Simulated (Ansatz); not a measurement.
# BaTiO3: strain and displacement

```
CELL_PARAMETERS angstrom
3.99980 0.00000 0.00000
0.00000 3.99980 0.00000
0.00000 0.00000 4.01800
ATOMIC_POSITIONS crystal
Ba 0.00000 0.00000 0.00000
Ti 0.50000 0.50000 0.48200
O 0.50000 0.50000 0.01600
O 0.50000 0.00000 0.51500
O 0.00000 0.50000 0.51500
```

Atom numbers follow the list: Ba1, Ti2, O3, O4, O5.

The cell is COD entry 2100858, as deposited and not checked against the literature; nothing was relaxed.

No spin–orbit coupling, which matters for the heavy atoms here.

All numbers below come from Ansatz 0.2.0, DFT, PBE, PAW with Ansatz's default frozen-core files, scalar-relativistic.

Settings: a Γ-centred 7×7×7 k mesh, Fermi–Dirac smearing of 0.08 eV, cutoff 420 eV, no spin polarisation.

The unchanged cell is at 2.66 GPa.

x, y and z are the Cartesian axes of the cell as listed; fractional coordinates follow a strain, and an engineering shear is twice the off-diagonal strain component.

One change gave: energy change +12.8 meV/atom; stress change (xx, yy, zz, yz, xz, xy) 0.25, 0.25, 0.24, -3.48, -3.48, -3.62 GPa, compression positive; change of the force on Ti2 (-0.070, -0.070, -0.013) eV/Å; gap on the k mesh 1.94 → 1.87 eV. Which change was it?
A. equal xy, yz and zx engineering shear strains of +2 %
B. equal xy, yz and zx engineering shear strains of +3 %
C. equal xy, yz and zx engineering shear strains of +1 %
D. equal xy, yz and zx engineering shear strains of -3 %
E. equal xy, yz and zx engineering shear strains of -2 %
F. equal xy, yz and zx engineering shear strains of -1 %

B. For equal xy, yz and zx engineering shear strains of -2 %: energy change +5.9 meV/atom; stress change (xx, yy, zz, yz, xz, xy) 0.11, 0.11, 0.11, 2.37, 2.37, 2.47 GPa, compression positive; change of the force on Ti2 (0.046, 0.046, -0.006) eV/Å; gap on the k mesh 1.94 → 1.90 eV. For equal xy, yz and zx engineering shear strains of +1 %: energy change +1.5 meV/atom; stress change (xx, yy, zz, yz, xz, xy) 0.03, 0.03, 0.03, -1.17, -1.17, -1.22 GPa, compression positive; change of the force on Ti2 (-0.023, -0.023, -0.001) eV/Å; gap on the k mesh 1.94 → 1.92 eV. For equal xy, yz and zx engineering shear strains of -3 %: energy change +13.3 meV/atom; stress change (xx, yy, zz, yz, xz, xy) 0.26, 0.26, 0.25, 3.58, 3.58, 3.72 GPa, compression positive; change of the force on Ti2 (0.069, 0.069, -0.013) eV/Å; gap on the k mesh 1.94 → 1.87 eV. For equal xy, yz and zx engineering shear strains of -1 %: energy change +1.5 meV/atom; stress change (xx, yy, zz, yz, xz, xy) 0.03, 0.03, 0.03, 1.18, 1.18, 1.23 GPa, compression positive; change of the force on Ti2 (0.023, 0.023, -0.001) eV/Å; gap on the k mesh 1.94 → 1.93 eV. For equal xy, yz and zx engineering shear strains of +2 %: energy change +5.7 meV/atom; stress change (xx, yy, zz, yz, xz, xy) 0.11, 0.11, 0.11, -2.33, -2.33, -2.42 GPa, compression positive; change of the force on Ti2 (-0.047, -0.047, -0.006) eV/Å; gap on the k mesh 1.94 → 1.90 eV.
